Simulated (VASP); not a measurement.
Here is the system:

```
CELL_PARAMETERS angstrom
      0.00000     3.13140     3.13140
      3.13140     0.00000     3.13140
      3.13140     3.13140     0.00000
ATOMIC_POSITIONS crystal
  Al 0.98882 0.01118 0.02714
  Sb 0.25000 0.25000 0.25000
```

Level of theory: PBE GGA, VASP's PBE PAW potentials (set 64) (plane waves; VASP 6.6.1). Run with 400 eV cut-off, 6×6×6 Γ-centred mesh, Gaussian smearing of 0.050 eV, potentials Al Sb.

Problem. The ions are relaxed. What does this cell relax into?

Solution. 
```
CELL_PARAMETERS angstrom
      0.00000     3.13140     3.13140
      3.13140     0.00000     3.13140
      3.13140     3.13140     0.00000
ATOMIC_POSITIONS crystal
  Al 0.99440 0.00555 0.01357
  Sb 0.24443 0.25562 0.26358
```
Space group F-43m (216), at a tolerance of 0.03 Å.

Problem. How much energy does the relaxation gain?

Solution. The energy (σ→0) changes by -30.9 meV/atom, in 7 ionic steps.

The compound is AlSb in the zinc blende structure. In the starting cell atoms are displaced from their ideal sites. This run relaxes the ions in a fixed cell.
